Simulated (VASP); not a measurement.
# CdSe in VASP: one cell, several levels of theory, part 2 of 3

VASP 6.6.1, plane waves, PAW.

## (3) Single point with LDA

Input file INCAR:

```
ENCUT = 520.000000
SIGMA = 0.010000
EDIFF = 1.00e-07
GGA = CA
PREC = Accurate
IBRION = -1
ISIF = 2
ISMEAR = 0
NBANDS = 26
NELM = 120
NSW = 0
LASPH = .TRUE.
LCHARG = .FALSE.
LWAVE = .FALSE.
LREAL = .FALSE.
```

Input file KPOINTS:

```
KPOINTS created by Atomic Simulation Environment
0
Gamma
12 12 4
0 0 0
```

Input file KPOINTS_OPT:

```
special points
6
Reciprocal
0.0000000000 0.0000000000 0.0000000000 1
0.5000000000 0.0000000000 0.0000000000 1
0.3333333333 0.3333333333 0.0000000000 1
0.0000000000 0.0000000000 0.5000000000 1
0.5000000000 0.0000000000 0.5000000000 1
0.3333333333 0.3333333333 0.5000000000 1
```

Input file POSCAR:

```
Cd Se
 1.0000000000000000
     4.3407236659636759    0.0000000000000000    0.0000000000000000
    -2.1703618329818379    3.7591769655328608   -0.0000000000000000
     0.0000000000000000    0.0000000000000000    7.0766459801944537
 Cd  Se
   2   2
Cartesian
 -0.0000000000000000  2.5061179770219075 -0.0033685105816551
  2.1703618329818379  1.2530589885109538  3.5349544795155721
 -0.0000000000000000  2.5061179770219075  2.6571107531545759
  2.1703618329818379  1.2530589885109538  6.1954337432518027
```

The run uses the recommended LDA PAW datasets (36 valence electrons a neutral cell).

Started as:

```bash
mpirun -np 1 vasp_std
```

Printed to the terminal (iteration lines stand in OSZICAR):

```text
POSCAR found type information on POSCAR CdSe
 POSCAR found :  2 types and       4 ions
 LDA part: xc-table for (Slater(with rela. corr.)+CA(PZ))
 , standard interpolation
 POSCAR, INCAR and KPOINTS ok, starting setup
 FFT: planning ... GRIDC
 FFT: planning ... GRID_SOFT
 FFT: planning ... GRID
 WAVECAR not read
 entering main loop
 Start KPOINTS_OPT (optional k-point list driver)
k-point batch [1-6\6]
```

OSZICAR:

```text
N       E                     dE             d eps       ncg     rms          rms(c)
DAV:   1     0.241861857860E+03    0.24186E+03   -0.16980E+04  2964   0.124E+03
DAV:   2    -0.493371758596E+00   -0.24236E+03   -0.23454E+03  3182   0.310E+02
DAV:   3    -0.140891741207E+02   -0.13596E+02   -0.13510E+02  3570   0.730E+01
DAV:   4    -0.142144465725E+02   -0.12527E+00   -0.12513E+00  3280   0.653E+00
DAV:   5    -0.142152117985E+02   -0.76523E-03   -0.76518E-03  3440   0.491E-01    0.829E+00
DAV:   6    -0.135177166264E+02    0.69750E+00   -0.12092E+00  3774   0.110E+01    0.653E+00
DAV:   7    -0.134734974785E+02    0.44219E-01   -0.41487E-01  3092   0.335E+00    0.255E+00
DAV:   8    -0.134661275001E+02    0.73700E-02   -0.47818E-02  3084   0.215E+00    0.324E-01
DAV:   9    -0.134653373767E+02    0.79012E-03   -0.65744E-03  3246   0.935E-01    0.837E-02
DAV:  10    -0.134652490584E+02    0.88318E-04   -0.53689E-04  3190   0.263E-01    0.487E-02
DAV:  11    -0.134652701597E+02   -0.21101E-04   -0.10460E-04  3100   0.704E-02    0.191E-02
DAV:  12    -0.134652620988E+02    0.80609E-05   -0.19868E-05  3292   0.462E-02    0.855E-03
DAV:  13    -0.134652624575E+02   -0.35875E-06   -0.86195E-06  3096   0.172E-02    0.647E-03
DAV:  14    -0.134652620577E+02    0.39985E-06   -0.11738E-06  3044   0.773E-03    0.189E-03
DAV:  15    -0.134652620615E+02   -0.37817E-08   -0.90204E-08  1888   0.144E-03
   1 F= -.13465262E+02 E0= -.13465262E+02  d E =-.106939E-15
       N       E                     dE             ncg
DAV:   1     0.423329040948E+04   -0.44726E+04      312
DAV:   2     0.281711265951E+04   -0.14162E+04      342
DAV:   3     0.274387697999E+04   -0.73236E+02      364
DAV:   4     0.274320359664E+04   -0.67338E+00      336
DAV:   5     0.274319897505E+04   -0.46216E-02      350
DAV:   6     0.274319891460E+04   -0.60448E-04      352
DAV:   7     0.274319891356E+04   -0.10358E-05      358
DAV:   8     0.274319891354E+04   -0.20402E-07      282
```

OUTCAR, selected sections:

```text
k-points           NKPTS =     57   k-points in BZ     NKDIM =     57   number of bands    NBANDS=     26

   NELECT =      36.0000    total number of electrons

   dimension x,y,z NGX =    32 NGY =   32 NGZ =   54
   dimension x,y,z NGXF=    64 NGYF=   64 NGZF=  108

  energy-cutoff  :      520.00
  volume of cell :      115.47
      direct lattice vectors                 reciprocal lattice vectors
     4.340723666  0.000000000  0.000000000     0.230376333  0.133007838  0.000000000
    -2.170361833  3.759176966  0.000000000     0.000000000  0.266015676  0.000000000
     0.000000000  0.000000000  7.076645980     0.000000000  0.000000000  0.141309881

 k-points in reciprocal lattice and weights: KPOINTS created by Atomic Simulation Env
   0.00000000  0.00000000  0.00000000       0.002
   0.08333333  0.00000000  0.00000000       0.010
   0.16666667  0.00000000  0.00000000       0.010
   0.25000000  0.00000000  0.00000000       0.010
   0.33333333  0.00000000  0.00000000       0.010
   0.41666667  0.00000000  0.00000000       0.010
   0.50000000  0.00000000  0.00000000       0.005
   0.08333333  0.08333333  0.00000000       0.010
[... 49 more k-points ...]

 E-fermi :   0.6567

 k-point     1 :       0.0000    0.0000    0.0000
  band No.  band energies     occupation
      1     -11.9035      2.00000
      2     -11.5413      2.00000
      3      -7.2514      2.00000
      4      -7.2453      2.00000
      5      -7.2453      2.00000
      6      -7.1820      2.00000
      7      -7.1820      2.00000
      8      -6.9347      2.00000
      9      -6.9347      2.00000
     10      -6.8752      2.00000
     11      -6.8752      2.00000
     12      -6.6263      2.00000
     13      -3.7148      2.00000
     14      -0.1380      2.00000
     15      -0.1380      2.00000
     16       0.5604      2.00000
     17       0.6058      2.00000
     18       0.6058      2.00000
     19       0.9703      0.00000
     20       2.5794      0.00000
     21       6.3165      0.00000
     22       6.3165      0.00000
     23       6.6094      0.00000
     24       7.4742      0.00000
     25       7.4742      0.00000
     26       7.9947      0.00000

 k-point     2 :       0.0833    0.0000    0.0000
  band No.  band energies     occupation
      1     -11.8827      2.00000
      2     -11.5316      2.00000
      3      -7.2459      2.00000
      4      -7.2378      2.00000
      5      -7.2292      2.00000
      6      -7.1733      2.00000
      7      -7.1718      2.00000
      8      -6.9385      2.00000
      9      -6.9350      2.00000
     10      -6.8823      2.00000
     11      -6.8736      2.00000
     12      -6.6138      2.00000
     13      -3.6727      2.00000
     14      -0.4785      2.00000
     15      -0.2264      2.00000
     16      -0.0736      2.00000
     17       0.5137      2.00000
     18       0.5560      2.00000
     19       1.6309      0.00000
     20       2.9203      0.00000
     21       6.0598      0.00000
     22       6.4240      0.00000
     23       6.7137      0.00000
     24       7.2970      0.00000
     25       7.6352      0.00000
     26       7.8746      0.00000

 k-point     3 :       0.1667    0.0000    0.0000
  band No.  band energies     occupation
      1     -11.8244      2.00000
      2     -11.5060      2.00000
      3      -7.2274      2.00000
      4      -7.2183      2.00000
      5      -7.1843      2.00000
      6      -7.1458      2.00000
      7      -7.1437      2.00000
      8      -6.9487      2.00000
      9      -6.9337      2.00000
     10      -6.8982      2.00000
     11      -6.8697      2.00000
     12      -6.5806      2.00000
     13      -3.5588      2.00000
     14      -1.1839      2.00000
     15      -0.8530      2.00000
     16      -0.4495      2.00000
     17       0.3595      2.00000
     18       0.4177      2.00000
     19       2.3651      0.00000
     20       3.5451      0.00000
     21       5.6758      0.00000
     22       6.6770      0.00000
     23       6.6772      0.00000
     24       7.2860      0.00000
     25       7.6067      0.00000
     26       8.0790      0.00000

 k-point     4 :       0.2500    0.0000    0.0000
  band No.  band energies     occupation
      1     -11.7413      2.00000
      2     -11.4736      2.00000
      3      -7.2047      2.00000
      4      -7.1947      2.00000
      5      -7.1237      2.00000
      6      -7.1056      2.00000
      7      -7.0859      2.00000
      8      -6.9615      2.00000
      9      -6.9267      2.00000
     10      -6.9109      2.00000
     11      -6.8642      2.00000
     12      -6.5362      2.00000
     13      -3.4236      2.00000
     14      -1.8869      2.00000
     15      -1.5467      2.00000
     16      -0.7228      2.00000
     17       0.1039      2.00000
     18       0.2300      2.00000
     19       2.9631      0.00000
     20       3.8850      0.00000
     21       5.5686      0.00000
     22       6.3400      0.00000
     23       6.8948      0.00000
     24       7.5169      0.00000
     25       7.8303      0.00000
     26       8.4069      0.00000

 k-point     5 :       0.3333    0.0000    0.0000
  band No.  band energies     occupation
      1     -11.6519      2.00000
      2     -11.4465      2.00000
      3      -7.1859      2.00000
      4      -7.1757      2.00000
      5      -7.0780      2.00000
      6      -7.0682      2.00000
      7      -7.0052      2.00000
      8      -6.9663      2.00000
      9      -6.9125      2.00000
     10      -6.8858      2.00000
     11      -6.8579      2.00000
     12      -6.4976      2.00000
     13      -3.3895      2.00000
     14      -2.4388      2.00000
     15      -2.0019      2.00000
     16      -0.9709      2.00000
     17      -0.2256      2.00000
     18       0.0471      2.00000
     19       3.3595      0.00000
     20       3.8675      0.00000
     21       5.4919      0.00000
     22       6.2280      0.00000
     23       6.9615      0.00000
     24       7.8917      0.00000
     25       8.2689      0.00000
     26       8.5644      0.00000

[... the tables of k-points 6 to 57 left out ...]

  Total       -1.9989822     -1.9989822     -1.9407790      0.0000000     -0.0000000      0.0000000
  in kB      -27.7355717    -27.7355717    -26.9280111      0.0000000     -0.0000000      0.0000000
  external PRESSURE =     -27.4663848 kB  Pullay stress =       0.0000000 kB

 POSITION                                       TOTAL-FORCE (eV/Angst)
 -----------------------------------------------------------------------------------
      0.00000      2.50612      7.07328         0.000000      0.000000     -0.001418
      2.17036      1.25306      3.53495         0.000000      0.000000     -0.001418
      0.00000      2.50612      2.65711         0.000000     -0.000000      0.001418
      2.17036      1.25306      6.19543        -0.000000      0.000000      0.001418
 -----------------------------------------------------------------------------------
    total drift:                               -0.000000     -0.000000      0.000274

  FREE ENERGIE OF THE ION-ELECTRON SYSTEM (eV)
  ---------------------------------------------------
  free  energy   TOTEN  =       -13.4652620615 eV

  energy  without entropy=      -13.4652620615  energy(sigma->0) =      -13.46526206
```

Hardware: 1 MPI rank of Intel Xeon Platinum 8488C, shared host.

The levels at the points of KPOINTS_OPT are read from vasprun.xml.

Near the gap, in eV above the top of the last filled band v; c is the band after it:

```tsv
point	v−1	v	c	c+1
Γ	0.00	0.00	0.36	1.97
M	-1.31	-0.74	2.99	3.15
K	-1.84	-1.64	4.09	4.56
A	-0.39	-0.39	2.13	2.13
L	-1.31	-1.31	2.73	2.73
H	-1.09	-1.09	3.55	3.55
```

LDA gives a direct gap of 0.36 eV at Γ. The pressure is -2.75 GPa; the forces vanish within 0.01 eV/Å.

(Part 2 of 3 ends here.)
